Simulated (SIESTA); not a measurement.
BN:

```
CELL_PARAMETERS angstrom
0.00000 1.81300 1.81300
1.81300 0.00000 1.81300
1.81300 1.81300 0.00000
ATOMIC_POSITIONS crystal
N 0.25000 0.25000 0.25000
B 0.00000 0.00000 0.00000
```

The cell is a database's computed one.

Program: SIESTA 5.4.2. Alike in all runs: no spin polarisation; cell as given; smearing fermi-dirac 0.05 eV; grid cutoff 800 Ry.

Problem. Order these runs on this cell by their pressure, lowest first.
A. level PBEsol; potentials or basis PseudoDojo 0.4 standard (PBEsol files), DZP (energy shift 0.003 Ry); k mesh 13 × 13 × 13; energy shift 0.003 Ry
B. level vdW-DF-C09; potentials or basis PseudoDojo 0.4 standard (PBE files), SZP (energy shift 0.005 Ry); k mesh 13 × 13 × 13; energy shift 0.005 Ry
C. level LDA; potentials or basis PseudoDojo 0.4 standard (LDA files), DZP (energy shift 0.003 Ry); k mesh 13 × 13 × 13; energy shift 0.003 Ry
D. level PBE; potentials or basis PseudoDojo 0.4 standard (PBE files), DZP (energy shift 0.003 Ry); k mesh 10 × 10 × 10; wannier functions 4; bands left out below 0; wannier mesh 6 × 6 × 6; energy shift 0.003 Ry

Solution. C (-10.9 GPa), A (-2.4 GPa), D (2.6 GPa), B (9.6 GPa).

Caveats: the basis of atomic orbitals isn't converged, which shifts pressures, moduli and gaps; the potentials were made for another functional, which shifts forces and pressure (some runs).

Not every run made on this cell is shown here.
